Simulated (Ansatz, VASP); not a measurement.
# Two plane-wave programs on PbF2 (Fluorocronite)

Contents of INCAR:

```
PREC = Accurate ; ENCUT = 520
EDIFF = 1E-7 ; ISMEAR = 0
SIGMA = 0.01 ; LREAL = F
LASPH = T ; NELM = 100
ALGO = Normal ; ISIF = 2
LWAVE = F ; LCHARG = F
GGA = PE ; NBANDS = 21
```

KPOINTS

```
Automatic mesh
0
Gamma
  5 5 5
```

POSCAR

```
PbF2
1.0
    0.0000000000      2.9636600000      2.9636600000
    2.9636600000      0.0000000000      2.9636600000
    2.9636600000      2.9636600000      0.0000000000
Pb F
1 2
Direct
    0.0000000000      0.0000000000      0.0000000000
    0.2500000000      0.2500000000      0.2500000000
    0.7500000000      0.7500000000      0.7500000000
```

Input for Ansatz:

```yaml
crystal:
  lattice:
    - [0.0, 2.96366, 2.96366]
    - [2.96366, 0.0, 2.96366]
    - [2.96366, 2.96366, 0.0]
  atoms:
    - { symbol: Pb, position: [0.0, 0.0, 0.0] }
    - { symbol: F, position: [0.25, 0.25, 0.25] }
    - { symbol: F, position: [0.75, 0.75, 0.75] }
basis:
  ecutwfc: 421.77648681281397
kpoints:
  mp_grid:
    grid: [5, 5, 5]
hamiltonian:
  xc: pbe
  pseudopotentials:
    kind: paw
scf:
  occupations:
    method: fixed
output:
  eigenvalues: true
```

Alike in both runs: task single point; functional PBE; k mesh 5 × 5 × 5; no spin polarisation.

|  | VASP | Ansatz |
| --- | --- | --- |
| version | VASP 6.6.1 | Ansatz 0.2.0 |
| potentials or method | VASP PAW PBE potentials, release 64 (Pb_d, F) | plane waves, PAW |
| plane-wave cutoff (eV) | 520 | 422 |
| occupations | gaussian, width 0.01 eV | fixed |
| valence electrons in the cell | 28 | 28 |

VASP gave:

```
gap on the k mesh at the Fermi level (eV) : 4.53
```

Task: Estimate Ansatz's values.

Result: gap on the k mesh at the Fermi level (eV): 4.54.

Caveats: spin-orbit coupling is left out, which as a rule narrows the gap of such compounds by several tenths of an eV; an odd mesh through Γ misses points on the zone boundary, where band edges often lie. Expect the measured gap to be larger: semilocal functionals such as PBE lack the derivative discontinuity.
